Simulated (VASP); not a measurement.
# Al: band structure with PBE+TS

The system is Al.

```xyz
1
Lattice="0.0000 1.9974 1.9974 1.9974 0.0000 1.9974 1.9974 1.9974 0.0000" Properties=species:S:1:pos:R:3 pbc="T T T"
Al    0.0000    0.0000    0.0000
```

The cell isn't the ideal one: volume scaled by 0.96.

```yaml
Program: VASP 6.6.1
Task: band structure
Functional: PBE
Dispersion: TS
Potentials_or_basis: VASP PAW PBE potentials, release 64 (Al_GW)
Cutoff: 550 eV
k_mesh: 11 × 11 × 11
Occupations: methfessel-paxton 2, width 0.005 eV
Spin: no spin polarisation
Further_INCAR_settings: ALGO = Fast; EDIFF = 1.00e-06; NBANDS = 8; ISYM = 0
```

The band gap along the path is none (metal or under the smearing width) and the dispersion energy per atom is -0.585 eV.

Levels at the corners of the path, in eV from the Fermi level:
```tsv
point	band 1	band 2	band 3	band 4	band 5
Γ	-11.41	12.77	12.77	12.77	14.51
X	-3.04	-1.64	5.24	5.72	5.72
W	-0.92	-0.92	0.08	1.27	16.09
K	-1.98	-1.46	-0.36	6.71	8.36
Γ	-11.41	12.77	12.77	12.77	14.51
L	-4.77	-4.46	11.59	11.59	11.73
U	-1.98	-1.46	-0.36	6.71	8.36
W	-0.92	-0.92	0.08	1.27	16.09
L	-4.77	-4.46	11.59	11.59	11.73
K	-1.98	-1.46	-0.36	6.71	8.36
U	-1.98	-1.46	-0.36	6.71	8.36
X	-3.04	-1.64	5.24	5.72	5.72
```

It used 17 s of CPU time on 1 thread of Intel(R) Xeon(R) Platinum 8559C (Emerald Rapids), with other jobs on the host, which was overloaded at the time.

Caveat: the log is that of the step along the path at fixed density, whose energy, stress, charges and moments have no meaning; atom-pairwise D2, TS and ULG terms overbind metals.
